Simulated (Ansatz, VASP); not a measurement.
# One calculation of CaH, two programs

File INCAR:

```
SYSTEM = CaH
ALGO     = Normal         ! electronic algorithm
EDIFF    = 1E-7           ! SCF threshold, eV
ENCUT    = 520            ! plane-wave cutoff, eV
GGA      = PE             ! functional
ISIF     = 2              ! what is computed and relaxed
ISMEAR   = 0              ! smearing method
LASPH    = .TRUE.         ! aspherical terms in the spheres
LCHARG   = .TRUE.         ! write CHGCAR
LELF     = .TRUE.         ! ELF
LREAL    = .FALSE.        ! projectors in reciprocal space
LVHAR    = .TRUE.       
LWAVE    = .FALSE.        ! write WAVECAR
NBANDS   = 19             ! bands
NELM     = 100            ! most SCF steps
PREC     = Accurate       ! precision mode
SIGMA    = 0.1            ! smearing width, eV
```

KPOINTS

```
k-points
0
G
  6 6 4
  0 0 0
```

The input POSCAR:

```
CaH
1.0
    3.7365000000      0.0000000000      0.0000000000
   -1.8682500000      3.2359039200      0.0000000000
    0.0000000000      0.0000000000      6.1562186400
Ca H
2 2
Direct
    0.3333333300      0.6666666700      0.7500000000
    0.6666666700      0.3333333300      0.2500000000
    0.0000000000      0.0000000000      0.0000000000
    0.0000000000      0.0000000000      0.5000000000
```

Input for Ansatz:

```yaml
crystal:
  lattice:
    - [3.7365, 0.0, 0.0]
    - [-1.86825, 3.23590392, 0.0]
    - [0.0, 0.0, 6.15621864]
  atoms:
    - { symbol: Ca, position: [0.33333333, 0.66666667, 0.75] }
    - { symbol: Ca, position: [0.66666667, 0.33333333, 0.25] }
    - { symbol: H, position: [0.0, 0.0, 0.0] }
    - { symbol: H, position: [0.0, 0.0, 0.5] }
basis:
  ecutwfc: 420
kpoints:
  mp_grid: { grid: [6, 6, 4] }
hamiltonian:
  xc: pbe
scf:
  occupations: { method: gaussian, width: 0.1 }
  lower_state_search: "off"
output:
  forces: true
  stress: true
  eigenvalues: true
```

Alike in both runs: task single point; functional PBE; k mesh 6 × 6 × 4; occupations gaussian, width 0.1 eV; no spin polarisation.

|  | VASP | Ansatz |
| --- | --- | --- |
| version | VASP 6.6.1 | Ansatz 0.2.0 |
| potentials or method | VASP PAW PBE potentials, release 64 (Ca_sv, H) | scalar-relativistic, plane waves, PAW |
| plane-wave cutoff (eV) | 520 | 420 |
| valence electrons in the cell | 22 | 22 |

|  | VASP | Ansatz | Ansatz less VASP |
| --- | --- | --- | --- |
| gap on the k mesh at the Fermi level (eV) | none | none | - |
| pressure (GPa) | -2.1 | -2.1 | -0.02 |
| largest component of the traceless stress (GPa) | 2.11 | 2.11 | -0.001 |

A gap of «none» marks a metal or a gap that the smearing closes. The functional is the same, so the differences come from potentials, cutoffs and numerics.
